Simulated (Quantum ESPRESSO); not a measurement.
# FeO (Wuestite): zone-centre phonons under several settings

```xyz
2
Lattice="0.0000 2.1554 2.1554 2.1554 0.0000 2.1554 2.1554 2.1554 0.0000" Properties=species:S:1:pos:R:3 pbc="T T T"
Fe    0.0000    0.0000    0.0000
O     2.1554    2.1554    2.1554
```

All runs used Quantum ESPRESSO 7.5; k mesh 8 × 8 × 8, shifted; relaxed cell; collinear spin, ferromagnetic start; cutoff 490 eV; occupations fermi-dirac, width 0.05 eV.

| level | potentials | lowest optical mode without the field (cm⁻¹) |
| --- | --- | --- |
| PBE | JTH 2.0 PBE | 300 |
| LDA | JTH 2.0 LDA | ? |

Problem. What stands in the row left open?

Solution. Lowest optical mode without the field 313 cm⁻¹.

Caveats: the cutoff lies well under what these potentials need, so the values aren't converged; a cell with one magnetic atom can't hold antiferromagnetic order, which such compounds often take; before the sum rule the acoustic modes lie tens of cm⁻¹ from zero, a sign that the density grid also shifts the optical modes (some runs).

For the row left open. Caveat: the k mesh is coarse; the cutoff lies well under what these potentials need, so the values aren't converged; a cell with one magnetic atom can't hold antiferromagnetic order, which such compounds often take.
